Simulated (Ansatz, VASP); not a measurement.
**Al: VASP beside Ansatz**

```xyz
2
Lattice="3.9541 0.7753 -0.6320 -0.4651 2.7639 0.5024 0.5249 -0.4147 2.7676" Properties=species:S:1:pos:R:3 pbc="T T T"
Al    1.8421    3.0176    1.0371
Al    4.3141    1.8156    1.8536
```

Alike in both runs: functional PBE; k mesh 6 × 6 × 6; occupations gaussian, width 0.1 eV; no spin polarisation.

Ansatz relaxed the structure, and its values are those at the end. VASP's run is a single point on that final structure, the one shown.

|  | VASP | Ansatz |
| --- | --- | --- |
| version | VASP 6.6.1 | Ansatz 0.2.0 |
| potentials or method | VASP PAW PBE potentials, release 64 (Al) | scalar-relativistic, plane waves, PAW |
| plane-wave cutoff (eV) | 520 | 420 |
| valence electrons in the cell | 6 | 6 |

```tsv
	VASP	Ansatz	Ansatz less VASP
gap on the k mesh at the Fermi level (eV)	none	none	-
pressure (GPa)	-0.1	-0.1	+0.04
```

A gap of «none» marks a metal or a gap that the smearing closes.

Caveats: the k mesh is coarse (spacing up to 0.37 Å⁻¹), so the values aren't converged.
